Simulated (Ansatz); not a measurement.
The calculation used DFT PBE, scalar-relativistic, plane waves, PAW in Ansatz 0.2.0. All cells share a 420 eV cutoff and Γ-centred k meshes spaced at most about 0.3 Å⁻¹ (about 0.25 or finer for metals, 2π included). No spin polarisation.

Each guess is relaxed in cell and atoms at zero pressure, on a coarse mesh first where it starts far from rest and then on a converged one. The steps can't lower the symmetry of the start, but it can rise. Energies are static (0 K, no zero-point motion).

Two unrelaxed guesses for AlH₈:

Guess 1.

```
Al H
1.0
    -2.61520    2.61520    2.83396
     2.61520   -2.61520    2.83396
     2.61520    2.61520   -2.83396
Al H
1 8
Cartesian
  0.0000 0.0000 0.0000
  2.6152 0.0000 1.4170
  0.0000 0.0000 1.6925
  0.0000 0.0000 3.9754
  1.2609 1.2609 0.0000
  1.3543 -1.3543 2.8340
  -1.3543 1.3543 2.8340
  1.3543 1.3543 2.8340
  0.0000 2.6152 1.4170
```

Guess 2.

```
Al H
1.0
    -3.40937    3.40937    1.59553
     3.40937   -3.40937    1.59553
     3.40937    3.40937   -1.59553
Al H
1 8
Direct
  0.00000 0.00000 0.00000
  0.33815 0.33815 0.67630
  0.66185 0.66185 0.32370
  0.66185 0.33815 0.00000
  0.00000 0.67072 0.67072
  0.32928 0.00000 0.32928
  0.67072 0.00000 0.67072
  0.00000 0.32928 0.32928
  0.33815 0.66185 0.00000
```

Question: Which guess leads to the lower structure, and by how much?

Answer: Guess 2 ends lower, by 0.38 eV/atom. Guess 1: I4/mmm at 8.6 Å³/atom → I4/mmm at 6.3 Å³/atom; Guess 2: I4/mmm at 8.2 Å³/atom → I4/mmm at 10.6 Å³/atom. Counting H atoms around Al (those within 1.25 times the shortest such distance or 1.15 times the sum of covalent radii, 1.27 where that leaves under three), the end of guess 1 has Al 4 and the end of guess 2 has Al 8. The end of guess 1 and the end of guess 2 both hold H–H pairs as short as in free H₂ molecules. End of guess 1. Conventional cell: a = 4.611 Å, c = 5.358 Å. Al has 4 H at 1.67 Å; around H on a site of symmetry -4m2 lie 8 H at 2.11 Å (long against the sum of covalent radii); around H on a site of symmetry 4mm lie 1 H at 0.79 Å and 4 H at 1.64 Å; 1 more site not described. End of guess 2. Conventional cell: a = 7.411 Å, c = 3.457 Å. Al has 8 H at 2.01 Å; H on its first site has 2 H at 1.45 Å and 2 Al at 2.01 Å; H on its second site has 1 H at 0.73 Å.

Ends held by symmetry can be saddle points. Neither end is the lowest form computed: that has space group I4 (No. 79) and lies 0.35 eV/atom below the better end. Even the lowest of the cells shown lies +0.56 eV/atom against the elements. No dispersion correction is applied, so the spacing and binding between layers, chains or molecules are poorly described (I4/mmm at 10.6 Å³/atom, I4/mmm at 6.3 Å³/atom), and this can change margins and order among such cells. H stands nearly free of neighbours here, and without spin polarisation the energy of such atoms comes out too high. With hydrogen, zero-point motion can shift such differences by 10 meV/atom or more. Some candidate types were left out of the draw beforehand, so a known form may be missing.
